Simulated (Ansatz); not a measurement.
## TaN: what symmetry allows forces and stress to be

```
Ta N
1.0
     5.12139    0.00000    0.00000
    -2.56069    4.43525    0.00000
     0.00000    0.00000    2.78187
Ta N
3 3
Direct
  0.33333 0.66667 0.53588
  0.66667 0.33333 0.53301
  0.00000 0.00000 0.01022
  0.37921 0.98207 0.97363
  0.60287 0.62079 0.97363
  0.01793 0.39713 0.97363
```

Method: Ansatz, DFT PBEsol, scalar-relativistic, plane waves, PAW.

Cutoff 420 eV; k points 9×9×12 on the computed 6-atom cell (Γ-centred); Gaussian smearing, width 0.10 eV; no spin polarisation.

This distorted cell has space group P3, with 3 operations.

Question: Without a calculation: in which directions can each atom feel a force?

Answer: A force must be left unchanged by every operation that keeps its atom in place, so it lies in the space that those operations leave fixed. Atoms that the group maps onto each other feel forces of one size.
```csv
atom,site symmetry,operations at the site,equivalent to atom,allowed force (Cartesian)
Ta1,3..,3,1,"along (0.00, 0.00, 1.00)"
Ta2,3..,3,2,"along (0.00, 0.00, 1.00)"
Ta3,3..,3,3,"along (0.00, 0.00, 1.00)"
N4,1,1,4,any direction
N5,1,1,4,any direction
N6,1,1,4,any direction
```

That leaves 6 independent force components of 18, tied by 1 condition that the forces sum to zero, so 5 remain. A relaxation in this cell that keeps the symmetry moves the atoms in these directions alone.

Question: And the stress tensor?

Answer: It must be invariant under the point group, which leaves 2 independent components: yz, xz, xy vanish; xx = yy.

Question: Do the computed values obey this?

Answer: Yes. Forces (eV/Å):
```
Ta1  0.000  0.000 -6.042
Ta2  0.000  0.000 -3.558
Ta3  0.000  0.000 -0.852
N4   0.106  2.522  3.484
N5   2.131 -1.352  3.484
N6  -2.237 -1.169  3.484
```

Stress (GPa, compression positive, xx yy zz yz xz xy): 28.00 28.00 43.45 0.00 0.00 0.00. The program imposes the same operations on density, forces and stress, so this confirms the analysis and is no independent test of the calculation.

Spin–orbit coupling is left out, which can shift energies with elements as heavy as these.